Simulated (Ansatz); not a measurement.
Slab: Na, a slab with vacuum.

```xyz
4
Lattice="3.7670 0.0000 0.0000 -1.8835 3.2623 0.0000 0.0000 0.0000 24.2310" Properties=species:S:1:pos:R:3 pbc="T T T"
Na    1.8835    1.0874    7.5000
Na    0.0000    2.1749   10.5770
Na    1.8835    1.0874   13.6540
Na    0.0000    2.1749   16.7310
```

The slab is cut from a database's or a generator's crystal, which needn't be the stable form of the element.

The cell isn't the ideal one: the (0 0 1) slab of Na, cut from the database cell, not relaxed.

Program: Ansatz 0.2.0. Alike in all runs: task single point; cell the (0 0 1) slab of Na, cut from the database cell, not relaxed. Hardware: 2 threads of AMD EPYC 9R45 96-Core Processor (Zen 5), on a shared host.

Task: Order these runs on this cell by their wall time, lowest first.
A. level r2SCAN0+D3(BJ); potentials or basis Ansatz PAW earlier set; spin off; k mesh 4 × 4 × 1; cutoff (eV) 760; smearing gaussian 0.05 eV; boundary along the surface normal isolated; other keys hamiltonian.dispersion = d3bj; mesh quality coarse
B. level exchange(slater),correlation(vwn5), exx(left-out); potentials or basis JTH PAW LDA; spin collinear, random start; k mesh 7 × 7 × 1; cutoff (eV) 600; smearing methfessel-paxton 0.1 eV; boundary along the surface normal dipole_correction; other keys magnetization = spin_polarized True; basis.xc_grid = 4; …; mesh quality not flagged
C. level exchange-only PBE+D3(BJ)-ATM; potentials or basis JTH PAW LDA; spin off; k mesh 5 × 5 × 1; cutoff (eV) 1440; smearing cold 0.01 eV; boundary along the surface normal images; mesh quality coarse

Result: C (3.9 s), B (9 s), A (150 s).

Caveats: some runs use coarse meshes; the dispersion damping was fitted for another functional or another form of the correction (some runs); the starting moments weren't kept (some runs); the cutoff lies under the one recommended for these potentials (some runs).

Runs at the PBE level aren't shown here.
